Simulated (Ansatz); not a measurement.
**Si₃N₄ under strain — quadrupolar parameters**

The cell is an entry of the Crystallography Open Database (COD), relaxed with PBE at fixed cell and then changed (z stretched by 1 %, ions relaxed).

```
CELL_PARAMETERS angstrom
-3.23735 3.23735 3.26972
3.23735 -3.23735 3.26972
3.23735 3.23735 -3.26972
ATOMIC_POSITIONS crystal
Si 0.25000 0.12553 0.87553
Si 0.87447 0.25000 0.12447
Si 0.75000 0.37447 0.62447
Si 0.62553 0.75000 0.37553
Si 0.12500 0.87500 0.25000
Si 0.37500 0.62500 0.75000
N 0.56280 0.56326 0.56256
N 0.43674 0.49930 0.99954
N 0.50070 0.00024 0.93744
N 0.99976 0.43720 0.50046
N 0.93720 0.49976 0.00046
N 0.06326 0.06280 0.06256
N 0.99930 0.93674 0.49954
N 0.50024 0.00070 0.43744
```

Atoms are numbered from 1 in the order listed; like atoms form one site, named after its first atom.

Method: Kohn–Sham DFT in Ansatz, PBE, plane waves and PAW, scalar-relativistic, 420 eV cutoff, Γ-centred 6×6×6 k-points, Fermi–Dirac smearing 0.02 eV.

Conventions: |V_zz| ≥ |V_yy| ≥ |V_xx|, η = (V_xx − V_yy)/V_zz, C_Q = eQV_zz/h. ν_Q = 3|C_Q|/[2I(2I − 1)].

¹⁴N: I = 1, Q = 20.44 mb. Nuclear quadrupole moments: year-2017 set (Pyykkö).

**Question.** Give the quadrupolar parameters of the distinct sites.

**Answer.** 

```tsv
site	atoms (order as listed)	first shell	C_Q (MHz)	η	ν_Q (MHz)
N	7, 8, 9, 10, 11, 12, …	3 Si at 1.76 Å	-2.89	0.03	4.34
```

At N V_zz stands upright on the plane through its three neighbours (within 1°).

Si has no stable isotope with a ground-state quadrupole moment in the table, so these sites are left out.
